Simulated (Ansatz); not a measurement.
La2O3: eigenvalues along the path

```
La O
1.0
     3.89070    0.00000    0.00000
    -1.94535    3.36945    0.00000
     0.00000    0.00000    6.12000
La O
2 3
Direct
  0.33333 0.66667 0.25000
  0.66667 0.33333 0.75000
  0.25000 0.25000 0.00000
  0.75000 0.00000 0.00000
  0.00000 0.75000 0.00000
```

Atoms are numbered in the order listed.

The cell comes from COD entry 1010278, which wasn't checked; take it as a given geometry. It is an old determination, and later ones may differ. The listed cell was then made from it by scaling, straining or moving an atom.

No spin–orbit coupling, which matters for the heavy atoms here.

Computed with Ansatz 0.2.0, DFT, PBEsol, all-electron LAPW, scalar-relativistic.

Settings: a Γ-centred 6×6×4 k mesh, Fermi–Dirac smearing of 0.02 eV, basis error target 1 meV/atom, no spin polarisation; the mesh is coarse along some axis.

Path points, in fractions of the reciprocal vectors: Γ (0.000, 0.000, 0.000), M (0.500, 0.000, 0.000), K (0.333, 0.333, 0.000), A (0.000, 0.000, 0.500), L (0.500, 0.000, 0.500), H (0.333, 0.333, 0.500). Levels in eV from the Fermi level; bands 25 to 48, counted from the lowest band of the run. The gap is zero.

```
# k(1/Å) point b25 b26 b27 b28 b29 b30 b31 b32 b33 b34 b35 b36 b37 b38 b39 b40 b41 b42 b43 b44 b45 b46 b47 b48
0.000 Γ -18.99 -18.99 -16.06 -16.06 -16.02 -15.75 -14.35 -14.35 -7.73 -7.22 -7.22 -7.12 -4.43 -4.43 -2.25 -1.34 0.74 0.99 0.99 1.78 1.78 2.41 2.41 2.43
0.186 - -19.16 -19.07 -16.20 -16.09 -16.04 -15.50 -14.37 -14.33 -7.81 -7.38 -7.03 -6.77 -4.53 -4.37 -2.13 -1.22 0.66 0.80 0.98 1.55 1.88 2.35 2.42 2.48
0.373 - -19.58 -19.25 -16.39 -16.18 -16.04 -15.33 -14.25 -14.22 -7.91 -7.39 -6.67 -6.36 -4.59 -4.17 -1.93 -0.98 0.05 0.62 1.10 1.34 2.11 2.23 2.51 2.56
0.559 - -20.01 -19.43 -16.59 -16.31 -16.02 -15.48 -14.12 -13.79 -8.01 -7.22 -6.40 -6.26 -4.20 -3.89 -1.83 -1.08 -0.23 0.26 1.04 1.34 2.23 2.28 2.68 2.72
0.746 - -20.31 -19.56 -16.74 -16.45 -16.01 -15.66 -14.00 -13.39 -8.08 -6.99 -6.55 -6.06 -3.72 -3.65 -1.80 -1.23 -0.40 -0.02 1.01 1.20 2.27 2.32 2.84 2.87
0.932 M -20.42 -19.61 -16.79 -16.51 -16.01 -15.72 -13.96 -13.23 -8.11 -6.82 -6.71 -5.97 -3.71 -3.41 -1.85 -1.08 -0.66 -0.06 0.97 1.16 2.24 2.32 2.87 3.00
1.040 - -20.41 -19.65 -16.78 -16.51 -16.05 -15.70 -13.94 -13.23 -8.10 -6.82 -6.68 -6.02 -3.72 -3.42 -1.79 -1.06 -0.64 -0.04 0.99 1.18 2.27 2.31 2.85 2.99
1.148 - -20.38 -19.77 -16.74 -16.50 -16.15 -15.65 -13.87 -13.24 -8.08 -6.82 -6.61 -6.14 -3.73 -3.45 -1.63 -1.00 -0.61 0.01 1.05 1.23 2.30 2.35 2.78 2.96
1.255 - -20.33 -19.92 -16.68 -16.50 -16.28 -15.61 -13.75 -13.27 -8.05 -6.80 -6.52 -6.30 -3.76 -3.51 -1.42 -0.90 -0.54 0.03 1.12 1.27 2.30 2.47 2.67 2.91
1.363 - -20.26 -20.07 -16.60 -16.50 -16.41 -15.60 -13.60 -13.34 -8.04 -6.73 -6.47 -6.45 -3.75 -3.59 -1.23 -0.77 -0.50 -0.02 1.20 1.28 2.33 2.58 2.58 2.89
1.471 K -20.18 -20.18 -16.52 -16.52 -16.50 -15.59 -13.45 -13.45 -8.04 -6.61 -6.61 -6.44 -3.69 -3.69 -1.16 -0.59 -0.59 -0.06 1.26 1.26 2.36 2.57 2.57 2.96
1.686 - -20.24 -19.97 -16.57 -16.52 -16.32 -15.58 -13.74 -13.35 -8.03 -6.91 -6.44 -6.32 -3.82 -3.51 -1.43 -1.12 -0.19 0.01 1.21 1.25 2.31 2.41 2.72 2.72
1.901 - -20.06 -19.69 -16.46 -16.45 -16.17 -15.49 -14.03 -13.61 -7.98 -7.22 -6.34 -6.26 -3.92 -3.80 -1.76 -1.30 0.01 0.20 1.12 1.30 2.20 2.26 2.58 2.72
2.117 - -19.67 -19.37 -16.34 -16.26 -16.09 -15.34 -14.23 -14.10 -7.91 -7.41 -6.54 -6.30 -4.45 -4.16 -1.87 -1.01 -0.01 0.56 1.20 1.23 2.07 2.28 2.48 2.63
2.332 - -19.21 -19.10 -16.21 -16.11 -16.04 -15.45 -14.37 -14.32 -7.82 -7.40 -6.97 -6.70 -4.55 -4.35 -2.09 -1.19 0.58 0.79 1.00 1.50 1.91 2.38 2.38 2.50
2.547 Γ -18.99 -18.99 -16.06 -16.06 -16.02 -15.75 -14.35 -14.35 -7.73 -7.22 -7.22 -7.12 -4.43 -4.43 -2.25 -1.34 0.74 0.99 0.99 1.78 1.78 2.41 2.41 2.43
2.650 - -18.99 -18.98 -16.14 -16.08 -16.04 -15.63 -14.38 -14.32 -7.71 -7.23 -7.21 -7.12 -4.45 -4.39 -2.34 -1.23 0.56 0.99 0.99 1.74 1.86 2.35 2.42 2.44
2.753 - -18.99 -18.98 -16.33 -16.10 -16.02 -15.46 -14.40 -14.31 -7.62 -7.23 -7.20 -7.12 -4.46 -4.36 -2.51 -1.00 0.18 1.00 1.00 1.75 1.97 2.28 2.39 2.43
2.855 - -18.99 -18.98 -16.50 -16.09 -16.02 -15.33 -14.41 -14.32 -7.51 -7.22 -7.19 -7.14 -4.44 -4.34 -2.65 -0.82 -0.16 1.00 1.01 1.82 2.06 2.23 2.36 2.37
2.958 - -18.99 -18.98 -16.61 -16.08 -16.03 -15.24 -14.40 -14.35 -7.38 -7.21 -7.19 -7.19 -4.40 -4.34 -2.74 -0.81 -0.29 1.01 1.01 1.93 2.10 2.20 2.27 2.35
3.061 A -18.98 -18.98 -16.64 -16.05 -16.05 -15.21 -14.38 -14.38 -7.29 -7.25 -7.20 -7.20 -4.37 -4.37 -2.76 -0.86 -0.28 1.02 1.02 2.05 2.05 2.20 2.20 2.34
3.247 - -19.14 -19.07 -16.62 -16.10 -16.08 -15.25 -14.37 -14.21 -7.49 -7.35 -6.98 -6.94 -4.47 -4.27 -2.55 -0.65 -0.23 0.74 0.95 1.67 2.03 2.08 2.29 2.58
3.434 - -19.53 -19.26 -16.55 -16.24 -16.11 -15.37 -14.32 -13.85 -7.73 -7.42 -6.70 -6.50 -4.59 -4.05 -2.08 -0.31 -0.13 0.23 0.72 1.19 1.85 2.18 2.47 2.76
3.620 - -19.98 -19.44 -16.52 -16.38 -16.13 -15.53 -14.18 -13.54 -7.96 -7.33 -6.42 -6.23 -4.31 -3.82 -1.65 -0.90 -0.15 0.23 0.61 0.92 2.03 2.31 2.67 2.84
3.807 - -20.31 -19.56 -16.58 -16.43 -16.14 -15.67 -13.99 -13.39 -8.14 -7.06 -6.45 -6.09 -3.84 -3.58 -1.50 -1.40 -0.32 -0.07 0.64 0.99 2.30 2.60 2.80 2.92
3.993 L -20.44 -19.61 -16.62 -16.43 -16.15 -15.73 -13.89 -13.36 -8.21 -6.78 -6.66 -6.01 -3.84 -3.24 -1.66 -1.44 -0.46 -0.15 0.57 1.10 2.33 2.77 2.86 2.99
4.101 - -20.43 -19.66 -16.62 -16.39 -16.16 -15.70 -13.91 -13.38 -8.18 -6.78 -6.65 -6.03 -3.83 -3.23 -1.64 -1.41 -0.51 -0.11 0.64 1.10 2.33 2.75 2.84 2.98
4.208 - -20.41 -19.81 -16.64 -16.30 -16.17 -15.62 -13.95 -13.44 -8.11 -6.79 -6.65 -6.08 -3.80 -3.21 -1.59 -1.30 -0.60 -0.03 0.81 1.09 2.33 2.68 2.77 2.94
4.316 - -20.37 -19.98 -16.66 -16.22 -16.19 -15.50 -13.98 -13.54 -8.02 -6.78 -6.66 -6.18 -3.72 -3.23 -1.55 -1.15 -0.68 0.06 1.00 1.10 2.34 2.59 2.69 2.89
4.424 - -20.32 -20.14 -16.68 -16.18 -16.18 -15.40 -13.95 -13.67 -7.95 -6.71 -6.65 -6.34 -3.58 -3.31 -1.52 -0.99 -0.77 0.13 1.12 1.14 2.40 2.51 2.59 2.82
4.531 H -20.25 -20.25 -16.69 -16.17 -16.17 -15.37 -13.82 -13.82 -7.92 -6.63 -6.55 -6.55 -3.43 -3.43 -1.51 -0.87 -0.87 0.15 1.16 1.16 2.49 2.49 2.51 2.79
4.747 - -20.26 -20.06 -16.63 -16.21 -16.19 -15.42 -14.11 -13.51 -7.96 -7.03 -6.48 -6.19 -3.65 -3.44 -1.48 -1.11 -0.60 0.07 0.95 1.20 2.22 2.53 2.58 2.93
4.962 - -20.01 -19.77 -16.46 -16.30 -16.22 -15.45 -14.28 -13.44 -7.93 -7.36 -6.31 -6.22 -4.05 -3.75 -1.49 -0.98 -0.37 0.18 0.65 1.15 1.84 2.48 2.55 2.99
5.177 - -19.60 -19.42 -16.48 -16.25 -16.17 -15.39 -14.35 -13.72 -7.76 -7.46 -6.56 -6.41 -4.56 -3.98 -1.92 -0.27 -0.21 0.14 0.64 1.17 1.72 2.35 2.41 2.87
5.393 - -19.17 -19.11 -16.60 -16.10 -16.10 -15.26 -14.37 -14.16 -7.52 -7.38 -6.92 -6.90 -4.49 -4.25 -2.49 -0.59 -0.21 0.64 0.93 1.59 1.95 2.15 2.28 2.63
5.608 A -18.98 -18.98 -16.64 -16.05 -16.05 -15.21 -14.38 -14.38 -7.29 -7.25 -7.20 -7.20 -4.37 -4.37 -2.76 -0.86 -0.28 1.02 1.02 2.05 2.05 2.20 2.20 2.34
```
